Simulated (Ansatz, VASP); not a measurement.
## One calculation of Y, two programs

File INCAR:

```
PREC = Accurate
ENCUT = 520
EDIFF = 1E-6
ISMEAR = -1
SIGMA = 0.1
LREAL = F
LASPH = T
NELM = 100
ALGO = Normal
ISIF = 2
LWAVE = F
LCHARG = F
GGA = B5
ALDAX = 1.0
AGGAX = 1.0
AGGAC = 1.0
ALDAC = 0.0
NBANDS = 12
```

File KPOINTS:

```
regular mesh
0
Gamma
  11 11 11
```

The input POSCAR:

```
Y
1.0
    3.2775558837      0.0000000000      0.0000000000
    0.0000000000      3.2775558837      0.0000000000
    0.0000000000      0.0000000000      3.2775558837
Y
1
Direct
    0.0000000000      0.0000000000      0.0000000000
```

Input for Ansatz:

```yaml
crystal:
  lattice:
    - [3.2775558837, 0.0, 0.0]
    - [0.0, 3.2775558837, 0.0]
    - [0.0, 0.0, 3.2775558837]
  atoms:
    - { symbol: "Y", position: [0.0, 0.0, 0.0] }
hamiltonian:
  xc: blyp
  pseudopotentials:
    kind: paw
    azcp:
      "Y": "pseudopotentials/Y.paw.azcp"
basis:
  ecutwfc: 420
  fft_grid_basis: typed
kpoints:
  mp_grid: { grid: [11, 11, 11], shift: [0, 0, 0] }
magnetization:
  spin_polarized: false
scf:
  occupations: { method: fermi_dirac, width: 0.1 }
  lower_state_search: "off"
output:
  stress: true
  write_density: true
  write_potential: true
  elf: true
  volumetric_format: npy
```

Alike in both runs: task single point; functional BLYP; k mesh 11 × 11 × 11; occupations fermi-dirac, width 0.1 eV; no spin polarisation.

|  | VASP | Ansatz |
| --- | --- | --- |
| version | VASP 6.6.1 | Ansatz 0.2.0 |
| potentials or method | VASP PAW PBE potentials, release 64 (Y_sv) | plane waves (420 eV) with PAW, scalar-relativistic |
| plane-wave cutoff (eV) | 520 | 420 |
| valence electrons in the cell | 11 | 11 |

|  | VASP | Ansatz | Ansatz less VASP |
| --- | --- | --- | --- |
| pressure (GPa) | 0.9 | 1.0 | +0.07 |

Caveats: the PAW data sets were made with another functional, which shifts forces and pressure a little (VASP).
